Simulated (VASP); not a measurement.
# AlN (P6_3/mmc) in VASP: notebook

Runs on AlN. Level: PBE. Tasks: single point.

All numbers are computed with VASP 6.6.1; they aren't measurements. Logs are shortened: lines on timing, memory, paths and dates and some standing lists are left out, and cuts for length are marked.

**1. Starting point**

Symmetry: P6_3/mmc, No. 194, hexagonal system. The conventional cell has a = 3.312 Å, b = 3.312 Å, c = 4.188 Å, α = 90.00°, β = 90.00°, γ = 120.00°. Al (site symmetry -6m2) is surrounded by 5 N at 1.91 to 2.09 Å. N (site symmetry -6m2) has 5 Al at 1.91 to 2.09 Å as nearest neighbours.

Measurements of this composition are mostly on another form, of space group No. 186.

**2. Single point, PBE**

INCAR

```
SYSTEM = AlN
ALGO = Normal
EDIFF = 1E-6
ENCUT = 450
GGA = PE
ISIF = 2
ISMEAR = 0
LASPH = .TRUE.
LCHARG = .TRUE.
LELF = .TRUE.
LREAL = .FALSE.
LVHAR = .TRUE.
LWAVE = .FALSE.
NELM = 100
PREC = Accurate
SIGMA = 0.02
```

KPOINTS

```
k-points
0
G
  5 5 4
  0 0 0
```

POSCAR

```
AlN
1.0
    3.3121157418      0.0000000000      0.0000000000
   -1.6560578709      2.8683763727      0.0000000000
    0.0000000000      0.0000000000      4.1875630000
Al N
2 2
Direct
    0.6666666667      0.3333333333      0.2500000000
    0.3333333333      0.6666666667      0.7500000000
    0.6666666667      0.3333333333      0.7500000000
    0.3333333333      0.6666666667      0.2500000000
```

Potentials or basis: VASP PAW PBE potentials, release 64 (Al_GW, N_GW).

The run is started by

```console
$ cat potpaw_PBE.64/Al_GW/POTCAR potpaw_PBE.64/N_GW/POTCAR > POTCAR
$ mpirun -np 1 vasp_std > vasp.out
```

OUTCAR:

```text
SYSTEM = AlN
   EDIFF = 1E-6
   ENCUT = 450
   GGA = PE
   ISIF = 2
   ISMEAR = 0
   LASPH = .TRUE.
   LREAL = .FALSE.
   NELM = 100
   PREC = Accurate

 ion  position               nearest neighbor table
   1  0.667  0.333  0.250-   4 1.91   4 1.91   4 1.91   3 2.09   3 2.09
   2  0.333  0.667  0.750-   3 1.91   3 1.91   3 1.91   4 2.09   4 2.09
   3  0.667  0.333  0.750-   2 1.91   2 1.91   2 1.91   1 2.09   1 2.09
   4  0.333  0.667  0.250-   1 1.91   1 1.91   1 1.91   2 2.09   2 2.09

  LATTYP: Found a hexagonal cell.
 ALAT       =     3.3121157418
 C/A-ratio  =     1.2643166261

  Lattice vectors:

 A1 = (   3.3121157418,   0.0000000000,   0.0000000000)
 A2 = (  -1.6560578709,   2.8683763727,   0.0000000000)
 A3 = (   0.0000000000,   0.0000000000,   4.1875630000)

Analysis of symmetry for initial positions (statically):
=====================================================================
 Subroutine PRICEL returns:
 Original cell was already a primitive cell.

 Routine SETGRP: Setting up the symmetry group for a
 hexagonal supercell.

 Subroutine GETGRP returns: Found 24 space group operations
 (whereof 12 operations were pure point group operations)
 out of a pool of 24 trial point group operations.

The static configuration has the point symmetry D_3d.
 The point group associated with its full space group is D_6h.

Analysis of symmetry for dynamics (positions and initial velocities):
=====================================================================
 Subroutine PRICEL returns:
 Original cell was already a primitive cell.

 Routine SETGRP: Setting up the symmetry group for a
 hexagonal supercell.

 Subroutine GETGRP returns: Found 24 space group operations
 (whereof 12 operations were pure point group operations)
 out of a pool of 24 trial point group operations.

The dynamic configuration has the point symmetry D_3d.
 The point group associated with its full space group is D_6h.

 Subroutine INISYM returns: Found 24 space group operations
 (whereof 12 operations are pure point group operations),
 and found     1 'primitive' translations

----------------------------------------------------------------------------------------

                                     Primitive cell

  volume of cell :      39.7835

  direct lattice vectors                    reciprocal lattice vectors
[... 91 lines left out ...]
   PSTRESS=    0.0 pullay stress
   NELECT =      16.0000    total number of electrons
   NUPDOWN=      -1.0000    fix difference up-down
   EMIN   =  10.00;   EMAX   =-10.00  energy-range for DOS
   EFERMI =   0.00;   METHOD = LEGACY
   ISMEAR =     0;   SIGMA  =   0.02  broadening in eV -4-tet -1-fermi 0-gaus
   EFERMI_NEDOS =   21; number of points for ismear=-14 and -15
   IALGO  =     38    algorithm
   IMIX   =      4    mixing-type and parameters
     AMIX     =   0.40;   BMIX     =  1.00
     AMIX_MAG =   1.60;   BMIX_MAG =  1.00
  volume/ion in A,a.u.               =       9.95        67.12
  Fermi-wavevector in a.u.,A,eV,Ry     =   1.208409  2.283561 19.867927  1.460251
  Thomas-Fermi vector in A             =   2.344017
   LORBIT       =      0    0 simple, 1 ext, 2 COOP (PROOUT), +10 PAW based schemes
   GGA     = PE    functional components
   LHFCALC =     F    Hartree Fock is set to
   AEXX    =    0.0000 exact exchange contribution
   IVDW    =     0    specifies the selected vdW correction
   LEPSILON=     F    determine dielectric tensor
   LRPA    =     F    only Hartree local field effects (RPA)
 non-spin polarized calculation
 Gauss-broadening in eV      SIGMA  =   0.02
  energy-cutoff  :      450.00
  volume of cell :       39.78
 maximum number of plane-waves:       870
 NGX is ok and might be reduce to    24
   NGX = 11   NGY = 11   NGZ = 15

 number of electron      15.9999997 magnetization

 Free energy of the ion-electron system (eV)
  ---------------------------------------------------
  ext. energy  EPLUGINS =         0.00000000
  ---------------------------------------------------
  free energy    TOTEN  =       -29.36044095 eV

  energy without entropy =      -29.36044095  energy(sigma->0) =      -29.36044095

 E-fermi :   6.9687     XC(G=0): -11.1607

 val. band max:        6.8816120169   @ k =   0.0000   0.0000   0.0000
 cond. band min:      10.1443617846   @ k =   0.0000   0.0000   0.0000
 fundamental gap:      3.2627497678
 Fermi energy:         6.9687298222

 k-point     1 :       0.0000    0.0000    0.0000
  band No.  band energies     occupation
      1      -9.9078      2.00000
      2      -6.2852      2.00000
      3       0.0130      2.00000
      4       3.6156      2.00000
      5       3.6156      2.00000
      6       5.2748      2.00000
      7       5.2748      2.00000
      8       6.8816      2.00000
      9      10.1444      0.00000
     10      11.2812      0.00000
     11      15.1154      0.00000
     12      15.1154      0.00000
[... 196 lines left out ...]
 k-point    15 :       0.4000    0.2000    0.5000
  band No.  band energies     occupation
      1      -7.2358      2.00000
      2      -7.2358      2.00000
      3      -0.1216      2.00000
      4      -0.1216      2.00000
      5       2.3028      2.00000
      6       2.3028      2.00000
      7       5.8748      2.00000
      8       5.8748      2.00000
      9      12.9784      0.00000
     10      12.9784      0.00000
     11      15.5989      0.00000
     12      15.5989      0.00000

------------------------ aborting loop because EDIFF is reached ----------------------------------------

  FORCE on cell =-STRESS in cart. coord.  units (eV):
  Direction    XX          YY          ZZ          XY          YZ          ZX
  --------------------------------------------------------------------------------------
  -------------------------------------------------------------------------------------
  Total       -0.5738913     -0.5738913     -0.6246869      0.0000000     -0.0000000      0.0000000
  in kB      -23.1119836    -23.1119836    -25.1576455      0.0000000     -0.0000000      0.0000000
  external PRESSURE =     -23.7938709 kB  Pullay stress =       0.0000000 kB

 VOLUME and BASIS-vectors are now :
 -----------------------------------------------------------------------------
  energy-cutoff  :      450.00
  volume of cell :       39.78
      direct lattice vectors                 reciprocal lattice vectors
     3.312115742  0.000000000  0.000000000     0.301921816  0.174314642  0.000000000
    -1.656057871  2.868376373  0.000000000     0.000000000  0.348629284  0.000000000
     0.000000000  0.000000000  4.187563000     0.000000000  0.000000000  0.238802377

 POSITION                                       TOTAL-FORCE (eV/Angst)
 -----------------------------------------------------------------------------------
      1.65606      0.95613      1.04689        -0.000000      0.000000      0.000000
     -0.00000      1.91225      3.14067        -0.000000      0.000000      0.000000
      1.65606      0.95613      3.14067         0.000000      0.000000      0.000000
     -0.00000      1.91225      1.04689        -0.000000     -0.000000      0.000000
 -----------------------------------------------------------------------------------
    total drift:                               -0.000000     -0.000000     -0.000000

  FREE ENERGIE OF THE ION-ELECTRON SYSTEM (eV)
  ---------------------------------------------------
  free  energy   TOTEN  =       -29.3604409485 eV

  energy  without entropy=      -29.3604409485  energy(sigma->0) =      -29.36044095
```

OSZICAR:

```text
N       E                     dE             d eps       ncg     rms          rms(c)
DAV:   1     0.616026853812E+02    0.61603E+02   -0.71410E+03   360   0.109E+03
DAV:   2    -0.297865345382E+02   -0.91389E+02   -0.83318E+02   600   0.277E+02
DAV:   3    -0.337507167287E+02   -0.39642E+01   -0.39383E+01   480   0.538E+01
DAV:   4    -0.338121586476E+02   -0.61442E-01   -0.61353E-01   456   0.870E+00
DAV:   5    -0.338138786684E+02   -0.17200E-02   -0.17189E-02   484   0.122E+00    0.116E+01
DAV:   6    -0.294114276246E+02    0.44025E+01   -0.15381E+01   528   0.395E+01    0.288E+00
DAV:   7    -0.293789763564E+02    0.32451E-01   -0.50319E-01   428   0.521E+00    0.196E+00
DAV:   8    -0.293635755756E+02    0.15401E-01   -0.83862E-02   440   0.529E+00    0.432E-01
DAV:   9    -0.293605582467E+02    0.30173E-02   -0.25318E-02   532   0.175E+00    0.134E-01
DAV:  10    -0.293604879708E+02    0.70276E-04   -0.11200E-03   412   0.354E-01    0.658E-02
DAV:  11    -0.293604400128E+02    0.47958E-04   -0.26774E-04   568   0.181E-01    0.127E-02
DAV:  12    -0.293604409485E+02   -0.93567E-06   -0.29910E-06   444   0.169E-02
   1 F= -.29360441E+02 E0= -.29360441E+02  d E =-.649004E-12
```

Wall time 7.7 s (1 thread of Intel Xeon Platinum 8259CL at 2.50GHz (Skylake/Cascade Lake), shared host); peak memory 0.14 GiB.

Results:

- Free energy: -29.3604 eV
- Band gap on the k mesh: 3.26 eV, direct

Caveat: the k mesh is coarse (spacing up to 0.44 Å⁻¹), so the values aren't converged; the cutoff is under 1.25 times the usual one of these potentials, so pressure, stress and relaxed cells hold a basis-set (Pulay) error.

**3. Single point, PBE**

INCAR

```
PREC = Accurate
ENCUT = 450
EDIFF = 1E-6
ISMEAR = 0
SIGMA = 0.02
LREAL = False
LASPH = True
NELM = 80
ALGO = Fast
ISIF = 2
LWAVE = False
LCHARG = True
GGA = PE
LELF = True
LVHAR = True
NBANDS = 16
```

KPOINTS

```
regular mesh
0
Gamma
  5 5 4
```

POSCAR is that of step 2.

Potentials or basis: VASP PAW PBE potentials, release 64 (Al_GW, N_GW).

The run is started by

```console
$ cat potpaw_PBE.64/Al_GW/POTCAR potpaw_PBE.64/N_GW/POTCAR > POTCAR
$ mpirun -np 1 vasp_std > vasp.out
```

Run time: 5.3 s. Hardware: 1 thread of Intel Xeon 6975P-C (Granite Rapids), shared host; peak memory 0.13 GiB.

Results (log left out):

```yaml
Free_energy: -29.3604 eV
Band_gap_on_the_k_mesh: 3.26 eV, direct
```

Levels at points of the mesh, in eV from the valence-band top:
| k point | band 6 | band 7 | band 8 | band 9 | band 10 | band 11 |
| --- | --- | --- | --- | --- | --- | --- |
| (0.00, 0.00, 0.00) | -1.61 | -1.61 | 0.00 | 3.26 | 4.40 | 8.24 |
| (0.00, 0.00, 0.50) | -2.47 | -2.47 | -2.47 | 5.66 | 5.66 | 8.42 |

Caveat: the k mesh is coarse (spacing up to 0.44 Å⁻¹), so the values aren't converged; the cutoff is under 1.25 times the usual one of these potentials, so pressure, stress and relaxed cells hold a basis-set (Pulay) error.

[end of part 1 of 2]
